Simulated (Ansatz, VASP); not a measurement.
TePb in VASP and in Ansatz

```
Te Pb
1.0
     0.00000    3.27090    3.27090
     3.27090    0.00000    3.27090
     3.27090    3.27090    0.00000
Te Pb
1 1
Direct
  0.00000 0.00000 0.00000
  0.50000 0.50000 0.50000
```

The cell is a database's computed one.

Alike in both runs: task relaxation of cell and atoms; functional PBE; k mesh 6 × 6 × 6; occupations gaussian, width 0.02 eV; no spin polarisation.

|  | VASP | Ansatz |
| --- | --- | --- |
| version | VASP 6.6.1 | Ansatz 0.2.0 |
| potentials or method | VASP PAW PBE potentials, release 64 (Te, Pb_d) | scalar-relativistic, plane waves, PAW |
| plane-wave cutoff (eV) | 600 | 420 |
| valence electrons in the cell | 20 | 30 |

|  | VASP | Ansatz | Ansatz less VASP |
| --- | --- | --- | --- |
| gap on the k mesh at the Fermi level, each at its own relaxed structure (eV) | 0.83 | 0.83 | -0.003 |
| relaxed volume (Å³/atom) | 35.42 | 35.44 | +0.019 |
| relaxed cell length with the largest relative difference (Å) | 4.645 | 4.645 | +0.0008 |

The two sets of potentials don't hold the same shells in valence.

Caveats: spin-orbit coupling is left out, which as a rule narrows the gap of such compounds by several tenths of an eV. A k mesh can miss the band edges.
